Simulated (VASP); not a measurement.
Si:

```
Si
1.0
     2.62054    0.00000    0.00000
    -1.31027    2.26946    0.00000
     0.00000    0.00000    2.46635
Si
1
Direct
  0.00000 0.00000 0.00000
```

This isn't the form of Si at room conditions, which is diamond.

* Program: VASP 6.6.1
* Task: relaxation of cell and atoms
* Functional: revPBE
* Dispersion: D3
* Potentials or basis: VASP PAW PBE potentials, release 64 (Si)
* Cutoff: 600 eV
* k mesh: 12 × 12 × 11
* Occupations: fermi-dirac, width 0.05 eV
* Spin: no spin polarisation

At the start: pressure 0.3 GPa; volume 14.67 Å³/atom.

Task: How do energy, volume and symmetry change on relaxing?

Result: Over 5 steps the energy falls by 3.2 meV/atom and the volume is 14.68 Å³/atom (+0.1 %); space group P6/mmm (No. 191, to 0.05 Å).

Step by step:
```csv
step,energy change (eV),largest force (eV/Å),pressure (GPa),volume (Å³)
1,0.0000,0.0000,0.29,14.67
2,-0.0021,0.0000,-0.31,14.72
3,-0.0032,0.0000,-0.12,14.70
4,-0.0032,0.0000,-0.12,14.70
5,-0.0032,0.0000,0.04,14.68
```

Final structure:
```cif
data_structure
_symmetry_space_group_name_H-M 'P 1'
_symmetry_Int_Tables_number 1
_cell_length_a 2.6067
_cell_length_b 2.6067
_cell_length_c 2.4947
_cell_angle_alpha 90.000
_cell_angle_beta 90.000
_cell_angle_gamma 120.000
_cell_volume 14.68
loop_
_atom_site_label
_atom_site_type_symbol
_atom_site_fract_x
_atom_site_fract_y
_atom_site_fract_z
_atom_site_occupancy
Si1 Si 0.00000 0.00000 0.00000 1
```

Caveat: the PAW data sets were made with another functional, which shifts forces and pressure a little; pairwise dispersion overbinds metals, which lowers pressure and volume.
